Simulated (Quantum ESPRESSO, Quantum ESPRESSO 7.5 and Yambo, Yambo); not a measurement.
# Quasiparticle gap of RbCl (Fm-3m) in Yambo

How does a plane-wave GW calculation on RbCl (Fm-3m) run from the first input to the gap?

Calculated with Quantum ESPRESSO 7.5 and Yambo 5.3.0; PBE and many-body steps on it, plane waves.

## 1. Starting point

It takes space group Fm-3m (No. 225, cubic). The conventional cell has a = 6.579 Å, b = 6.579 Å, c = 6.579 Å, α = 90.00°, β = 90.00°, γ = 90.00°. Nearest to Rb lie 6 Cl at 3.29 Å. Cl has 6 Rb at 3.29 Å nearest. Farther neighbours and most contacts between anions are not listed.

The cell and positions come from the Crystallography Open Database and are kept as given unless a step says otherwise.

## 2. Ground state

This step: Quantum ESPRESSO 7.5; DFT, PBE, plane waves, norm-conserving pseudopotentials.

The ground-state density comes first.

Input file pw.in:

```
&control
  calculation = 'scf'
  prefix = 'x'
  outdir = 'o'
  pseudo_dir = 'pseudo'
/
&system
  ibrav = 0
  nat = 2
  ntyp = 2
  ecutwfc = 50.0
  nbnd = 13
  force_symmorphic = .true.
/
&electrons
  conv_thr = 1e-10
  electron_maxstep = 80
  mixing_beta = 0.5
/
ATOMIC_SPECIES
  Rb 85.468 Rb.upf
  Cl 35.45 Cl.upf
CELL_PARAMETERS angstrom
  0.0000000000 3.2895000000 3.2895000000
  3.2895000000 0.0000000000 3.2895000000
  3.2895000000 3.2895000000 -0.0000000000
ATOMIC_POSITIONS crystal
  Rb 0.0000000000 0.0000000000 0.0000000000
  Cl 0.5000000000 0.5000000000 0.5000000000
K_POINTS automatic
  6 6 6 0 0 0
```

Launch:

```bash
OMP_NUM_THREADS=1 mpirun -n 8 pw.x -nk 8 -in pw.in > pw.out
```

The program printed:

```text
Program PWSCF v.7.5 starts

     This program is part of the open-source Quantum ESPRESSO suite
     for quantum simulation of materials; please cite
         "P. Giannozzi et al., J. Phys.:Condens. Matter 21 395502 (2009);
         "P. Giannozzi et al., J. Phys.:Condens. Matter 29 465901 (2017);
         "P. Giannozzi et al., J. Chem. Phys. 152 154105 (2020);
     in publications or presentations arising from this work. More details at
     Message from routine setup:
     using ibrav=0 with symmetry is DISCOURAGED, use correct ibrav instead

     G-vector sticks info

     bravais-lattice index     =            0
     lattice parameter (alat)  =       8.7911  a.u.
     unit-cell volume          =     480.4147 (a.u.)^3
     number of atoms/cell      =            2
     number of atomic types    =            2
     number of electrons       =        16.00
     number of Kohn-Sham states=           13
     kinetic-energy cutoff     =      50.0000  Ry
     charge density cutoff     =     200.0000  Ry
     scf convergence threshold =      1.0E-10
     mixing beta               =       0.5000
     number of iterations used =            8  plain     mixing
     Exchange-correlation= PBE
                           (   1   4   3   4   0   0   0)

     celldm(1)=   8.791111  celldm(2)=   0.000000  celldm(3)=   0.000000
     celldm(4)=   0.000000  celldm(5)=   0.000000  celldm(6)=   0.000000

     crystal axes: (cart. coord. in units of alat)
               a(1) = (   0.000000   0.707107   0.707107 )
               a(2) = (   0.707107   0.000000   0.707107 )
               a(3) = (   0.707107   0.707107  -0.000000 )

     reciprocal axes: (cart. coord. in units 2 pi/alat)
               b(1) = ( -0.707107  0.707107  0.707107 )
               b(2) = (  0.707107 -0.707107  0.707107 )
               b(3) = (  0.707107  0.707107 -0.707107 )
     Pseudo is Norm-conserving + core correction, Zval =  9.0
     Generated using ONCVPSP code by D. R. Hamann
     Using radial grid of 2308 points,  6 beta functions with:
     Pseudo is Norm-conserving + core correction, Zval =  7.0
     Generated using ONCVPSP code by D. R. Hamann
     Using radial grid of 1028 points,  6 beta functions with:
     Rb                9.00    85.46800     Rb( 1.00)
     Cl                7.00    35.45000     Cl( 1.00)

     48 Sym. Ops., with inversion, found

   Cartesian axes

     site n.     atom                  positions (alat units)
         1        Rb     tau(   1) = (   0.0000000   0.0000000   0.0000000  )
         2        Cl     tau(   2) = (   0.7071068   0.7071068   0.7071068  )

     number of k points=    16
                       cart. coord. in units 2pi/alat
        k(    1) = (   0.0000000   0.0000000   0.0000000), wk =   0.0092593
        k(    2) = (   0.1178511   0.1178511  -0.1178511), wk =   0.0740741
        k(    3) = (   0.2357023   0.2357023  -0.2357023), wk =   0.0740741
        k(    4) = (  -0.3535534  -0.3535534   0.3535534), wk =   0.0370370
        k(    5) = (   0.2357023   0.0000000  -0.0000000), wk =   0.0555556
        k(    6) = (   0.3535534   0.1178511  -0.1178511), wk =   0.2222222
        k(    7) = (  -0.2357023  -0.4714045   0.4714045), wk =   0.2222222
        k(    8) = (  -0.1178511  -0.3535534   0.3535534), wk =   0.2222222
        k(    9) = (   0.0000000  -0.2357023   0.2357023), wk =   0.1111111
        k(   10) = (   0.4714045   0.0000000  -0.0000000), wk =   0.0555556
     [... 4 further rows ...]
        k(   15) = (  -0.1178511  -0.3535534   0.5892557), wk =   0.2222222
        k(   16) = (  -0.7071068   0.2357023   0.0000000), wk =   0.1111111

     Dense  grid:    22995 G-vectors     FFT dimensions: (  40,  40,  40)

     Initial potential from superposition of free atoms

     starting charge      15.9752, renormalised to      16.0000
     Starting wfcs are    9 randomized atomic wfcs +    4 random wfcs

     per-process dynamical memory:    20.3 Mb

     Self-consistent Calculation

     iteration #  1     ecut=    50.00 Ry     beta= 0.50

     Threshold (ethr) on eigenvalues was too large:
     Diagonalizing with lowered threshold

     total energy              =     -87.21607982 Ry
     estimated scf accuracy    <       0.08360468 Ry

     iteration #  2     ecut=    50.00 Ry     beta= 0.50

     total energy              =     -87.23528530 Ry
     estimated scf accuracy    <       0.00477202 Ry

     iteration #  3     ecut=    50.00 Ry     beta= 0.50

     total energy              =     -87.23612592 Ry
     estimated scf accuracy    <       0.00103546 Ry

     iteration #  4     ecut=    50.00 Ry     beta= 0.50

     total energy              =     -87.23621821 Ry
     estimated scf accuracy    <       0.00001959 Ry

     iteration #  5     ecut=    50.00 Ry     beta= 0.50

     total energy              =     -87.23622631 Ry
     estimated scf accuracy    <       0.00000327 Ry

     iteration #  6     ecut=    50.00 Ry     beta= 0.50

     total energy              =     -87.23622751 Ry
     estimated scf accuracy    <       0.00000035 Ry

     iteration #  7     ecut=    50.00 Ry     beta= 0.50

     total energy              =     -87.23622759 Ry
     estimated scf accuracy    <          2.0E-09 Ry

     iteration #  8     ecut=    50.00 Ry     beta= 0.50

     total energy              =     -87.23622760 Ry
     estimated scf accuracy    <          4.1E-09 Ry

     iteration #  9     ecut=    50.00 Ry     beta= 0.50

     total energy              =     -87.23622760 Ry
     estimated scf accuracy    <          1.1E-10 Ry

     iteration # 10     ecut=    50.00 Ry     beta= 0.50

     End of self-consistent calculation

          k = 0.0000 0.0000 0.0000 (  2837 PWs)   bands (ev):

   -22.8688 -10.9398  -6.9125  -6.9125  -6.9125   1.0595   1.0595   1.0595
     6.0622   9.0467   9.0467   9.0467  10.0184

          k = 0.1179 0.1179-0.1179 (  2836 PWs)   bands (ev):

   -22.8649 -10.9557  -6.9156  -6.9156  -6.9057   0.8038   0.9702   0.9702
     6.6828   8.8772   9.3906   9.3906  10.4238

          k = 0.2357 0.2357-0.2357 (  2872 PWs)   bands (ev):

   -22.8569 -10.9871  -6.9217  -6.9217  -6.8925   0.3809   0.8015   0.8015
     8.0194   8.8736  10.3417  10.3417  11.4529

          k =-0.3536-0.3536 0.3536 (  2884 PWs)   bands (ev):

     [... further k-points ...]

     highest occupied, lowest unoccupied level (ev):     1.0595    6.0622

!    total energy              =     -87.23622760 Ry
     estimated scf accuracy    <          2.5E-12 Ry

     The total energy is the sum of the following terms:
     one-electron contribution =     -20.86955542 Ry
     hartree contribution      =      15.81905380 Ry
     xc contribution           =     -23.20016947 Ry
     ewald contribution        =     -58.98555651 Ry

     convergence has been achieved in  10 iterations

     XML data file, charge density, pseudopotentials, collected wavefunctions

=------------------------------------------------------------------------------=
   JOB DONE.
=------------------------------------------------------------------------------=
```

The job ended after 4.5 s (8 MPI ranks of Intel Xeon at 2.60GHz (Ice Lake), shared host; peak memory 0.5 GiB).

Numbers from this step:

```yaml
total_energy: -1186.9093 eV
gap: 5.003 eV
k_of_the_valence_top: 0, 0, 0
k_of_the_conduction_bottom: 0, 0, 0
least_direct_gap: 5.003 eV
```

The gap is direct, at Γ.

## 3. Bands along the symmetry lines

Levels along a band path, at the cheap level, show where the edges lie and whether the meshes to come will hold them.

Input file pw.in:

```
&control
  calculation = 'bands'
  prefix = 'x'
  outdir = 'o'
  pseudo_dir = 'pseudo'
/
&system
  ibrav = 0
  nat = 2
  ntyp = 2
  ecutwfc = 50.0
  nbnd = 14
  force_symmorphic = .true.
/
&electrons
  conv_thr = 1e-9
  electron_maxstep = 80
  diago_full_acc = .true.
  diago_thr_init = 5e-6
/
ATOMIC_SPECIES
  Rb 85.468 Rb.upf
  Cl 35.45 Cl.upf
CELL_PARAMETERS angstrom
  0.0000000000 3.2895000000 3.2895000000
  3.2895000000 0.0000000000 3.2895000000
  3.2895000000 3.2895000000 -0.0000000000
ATOMIC_POSITIONS crystal
  Rb 0.0000000000 0.0000000000 0.0000000000
  Cl 0.5000000000 0.5000000000 0.5000000000
K_POINTS crystal
  50
  0.00000000 0.00000000 0.00000000 1
  0.06250000 0.00000000 0.06250000 1
  0.12500000 0.00000000 0.12500000 1
  0.18750000 0.00000000 0.18750000 1
  0.25000000 0.00000000 0.25000000 1
  0.31250000 0.00000000 0.31250000 1
  0.37500000 0.00000000 0.37500000 1
  0.43750000 0.00000000 0.43750000 1
  0.50000000 0.00000000 0.50000000 1
  0.51562500 0.03125000 0.51562500 1
  0.53125000 0.06250000 0.53125000 1
  0.54687500 0.09375000 0.54687500 1
  0.56250000 0.12500000 0.56250000 1
  0.57812500 0.15625000 0.57812500 1
  0.59375000 0.18750000 0.59375000 1
  0.60937500 0.21875000 0.60937500 1
  0.62500000 0.25000000 0.62500000 1
  0.37500000 0.37500000 0.75000000 1
  0.32812500 0.32812500 0.65625000 1
  0.28125000 0.28125000 0.56250000 1
  0.23437500 0.23437500 0.46875000 1
  0.18750000 0.18750000 0.37500000 1
  0.14062500 0.14062500 0.28125000 1
  0.09375000 0.09375000 0.18750000 1
  0.04687500 0.04687500 0.09375000 1
  0.00000000 0.00000000 0.00000000 1
  0.06250000 0.06250000 0.06250000 1
  0.12500000 0.12500000 0.12500000 1
  0.18750000 0.18750000 0.18750000 1
  0.25000000 0.25000000 0.25000000 1
  0.31250000 0.31250000 0.31250000 1
  0.37500000 0.37500000 0.37500000 1
  0.43750000 0.43750000 0.43750000 1
  0.50000000 0.50000000 0.50000000 1
  0.50000000 0.46875000 0.53125000 1
  0.50000000 0.43750000 0.56250000 1
  0.50000000 0.40625000 0.59375000 1
  0.50000000 0.37500000 0.62500000 1
  0.50000000 0.34375000 0.65625000 1
  0.50000000 0.31250000 0.68750000 1
  0.50000000 0.28125000 0.71875000 1
  0.50000000 0.25000000 0.75000000 1
  0.50000000 0.21875000 0.71875000 1
  0.50000000 0.18750000 0.68750000 1
  0.50000000 0.15625000 0.65625000 1
  0.50000000 0.12500000 0.62500000 1
  0.50000000 0.09375000 0.59375000 1
  0.50000000 0.06250000 0.56250000 1
  0.50000000 0.03125000 0.53125000 1
  0.50000000 0.00000000 0.50000000 1
```

The program printed:

```text
[banner, memory and clock lines left out]
Program PWSCF v.7.5 starts

     Atomic positions and unit cell read from directory:
     o/x.save/

     Message from routine setup:
     using ibrav=0 with symmetry is DISCOURAGED, use correct ibrav instead

     G-vector sticks info

     bravais-lattice index     =            0
     lattice parameter (alat)  =       8.7911  a.u.
     unit-cell volume          =     480.4147 (a.u.)^3
     number of atoms/cell      =            2
     number of atomic types    =            2
     number of electrons       =        16.00
     number of Kohn-Sham states=           14
     kinetic-energy cutoff     =      50.0000  Ry
     charge density cutoff     =     200.0000  Ry
     Exchange-correlation= PBE
                           (   1   4   3   4   0   0   0)

     celldm(1)=   8.791111  celldm(2)=   0.000000  celldm(3)=   0.000000
     celldm(4)=   0.000000  celldm(5)=   0.000000  celldm(6)=   0.000000

     crystal axes: (cart. coord. in units of alat)
               a(1) = (   0.000000   0.707107   0.707107 )
               a(2) = (   0.707107   0.000000   0.707107 )
               a(3) = (   0.707107   0.707107  -0.000000 )

     reciprocal axes: (cart. coord. in units 2 pi/alat)
               b(1) = ( -0.707107  0.707107  0.707107 )
               b(2) = (  0.707107 -0.707107  0.707107 )
               b(3) = (  0.707107  0.707107 -0.707107 )
     Pseudo is Norm-conserving + core correction, Zval =  9.0
     Generated using ONCVPSP code by D. R. Hamann
     Using radial grid of 2308 points,  6 beta functions with:
     Pseudo is Norm-conserving + core correction, Zval =  7.0
     Generated using ONCVPSP code by D. R. Hamann
     Using radial grid of 1028 points,  6 beta functions with:
     Rb                9.00    85.46800     Rb( 1.00)
     Cl                7.00    35.45000     Cl( 1.00)

     48 Sym. Ops., with inversion, found

   Cartesian axes

     site n.     atom                  positions (alat units)
         1        Rb     tau(   1) = (   0.0000000   0.0000000   0.0000000  )
         2        Cl     tau(   2) = (   0.7071068   0.7071068   0.7071068  )

     number of k points=    50
                       cart. coord. in units 2pi/alat
        k(    1) = (   0.0000000   0.0000000   0.0000000), wk =   0.0400000
        k(    2) = (   0.0000000   0.0883883   0.0000000), wk =   0.0400000
        k(    3) = (   0.0000000   0.1767767   0.0000000), wk =   0.0400000
[...]
[... 38 further rows ...]
        k(   49) = (   0.0441942   0.7071068   0.0000000), wk =   0.0400000
        k(   50) = (   0.0000000   0.7071068   0.0000000), wk =   0.0400000

     Dense  grid:    22995 G-vectors     FFT dimensions: (  40,  40,  40)

     The potential is recalculated from file :
     o/x.save/charge-density

     Starting wfcs are    9 randomized atomic wfcs +    5 random wfcs

     Band Structure Calculation

     End of band structure calculation

          k = 0.0000 0.0000 0.0000 (  2837 PWs)   bands (ev):

   -22.8688 -10.9398  -6.9125  -6.9125  -6.9125   1.0595   1.0595   1.0595
     6.0622   9.0467   9.0467   9.0467  10.0184  10.0184

          k = 0.0000 0.0884 0.0000 (  2822 PWs)   bands (ev):

   -22.8680 -10.9428  -6.9163  -6.9163  -6.9054   0.9839   1.0528   1.0528
     6.1848   8.9286   9.1488   9.1488  10.0511  10.1417

          k = 0.0000 0.1768 0.0000 (  2834 PWs)   bands (ev):

   -22.8657 -10.9494  -6.9271  -6.9271  -6.8925   0.8072   1.0353   1.0353
     6.5064   8.6380   9.4489   9.4489  10.1468  10.4874

          k =-0.0000 0.2652 0.0000 (  2858 PWs)   bands (ev):

[...]
k = 0.0000 0.4419-0.0000 (  2866 PWs)   bands (ev):

[...]
k =-0.0000 0.5303 0.0000 (  2870 PWs)   bands (ev):

[...]
k = 0.0000 0.6187-0.0000 (  2866 PWs)   bands (ev):

[...]
k = 0.4640 0.4640-0.0000 (  2878 PWs)   bands (ev):

[...]
k = 0.3315 0.3315-0.0000 (  2862 PWs)   bands (ev):

[...]
k = 0.3094 0.7071-0.0000 (  2860 PWs)   bands (ev):

[...]
k = 0.2210 0.7071-0.0000 (  2868 PWs)   bands (ev):

[...]
k = 0.1768 0.7071-0.0000 (  2874 PWs)   bands (ev):

[...]
k = 0.0442 0.7071 0.0000 (  2884 PWs)   bands (ev):

   -22.8484 -10.8933  -7.1685  -7.0150  -7.0092   0.7412   0.9447   0.9549
     7.2917   9.1605  10.7217  11.1302  11.4117  12.8115

          k = 0.0000 0.7071 0.0000 (  2874 PWs)   bands (ev):

   -22.8484 -10.8920  -7.1700  -7.0135  -7.0135   0.7400   0.9582   0.9582
     7.2658   9.1266  10.7767  11.1043  11.4346  12.7855

     XML data file, pseudopotentials, collected wavefunctions
```

Run time: 3.5 s. Hardware: 8 MPI ranks; peak memory 0.44 GiB; 26 s of CPU time.

Numbers from this step:

```
gap                        : 5.003 eV
k of the valence top       : 0, 0, 0
k of the conduction bottom : 0, 0, 0
least direct gap           : 5.003 eV
```

The gap is 5.003 eV, as in the run before at this level.

The electronic bands at the labelled points (eV, zero at the top of the highest filled band; v1 is the highest filled band, c1 the lowest empty one):

| point | v4 | v3 | v2 | v1 | c1 | c2 | c3 | c4 |
| --- | --- | --- | --- | --- | --- | --- | --- | --- |
| Γ | -7.97 | 0.00 | 0.00 | 0.00 | 5.00 | 7.99 | 7.99 | 7.99 |
| halfway | -7.99 | -0.53 | -0.07 | -0.07 | 6.37 | 6.89 | 9.43 | 9.50 |
| X | -8.07 | -0.32 | -0.10 | -0.10 | 6.21 | 8.07 | 9.72 | 10.04 |
| halfway | -8.06 | -0.31 | -0.19 | -0.14 | 6.41 | 8.33 | 9.36 | 10.20 |
| U | -8.03 | -0.40 | -0.28 | -0.22 | 6.95 | 8.71 | 9.06 | 9.75 |
| jump to K | -8.03 | -0.40 | -0.28 | -0.22 | 6.95 | 8.71 | 9.06 | 9.75 |
| halfway | -7.95 | -0.59 | -0.27 | -0.11 | 6.66 | 7.61 | 8.82 | 9.51 |
| Γ | -7.97 | 0.00 | 0.00 | 0.00 | 5.00 | 7.99 | 7.99 | 7.99 |
| halfway | -7.96 | -0.48 | -0.18 | -0.18 | 6.27 | 7.77 | 8.74 | 8.74 |
| L | -7.95 | -0.86 | -0.34 | -0.34 | 7.75 | 7.98 | 10.16 | 10.16 |
| halfway | -7.96 | -0.65 | -0.29 | -0.29 | 7.73 | 7.86 | 9.74 | 9.90 |
| W | -7.96 | -0.44 | -0.24 | -0.24 | 7.67 | 7.67 | 9.34 | 9.37 |
| halfway | -8.02 | -0.30 | -0.27 | -0.15 | 6.61 | 8.53 | 8.99 | 10.05 |
| X | -8.07 | -0.32 | -0.10 | -0.10 | 6.21 | 8.07 | 9.72 | 10.04 |

(Continued in part 2 of 2.)

[Paths, hosts, dates, memory and timing lines, banners, echoed tables and standing remarks are left out of the program output.]

[Logs are printed without paths, hosts, clocks, repeated set-up lines and the standing remarks that a program may print on its own settings, such as how far it seeks lower states.]

[Runs of the session that timed out or met a known fault of the program may be left out.]

[Hosts, paths, dates, database ids (printed as entryN), source tags and the programs' standing remarks are cut or masked in the printed files.]
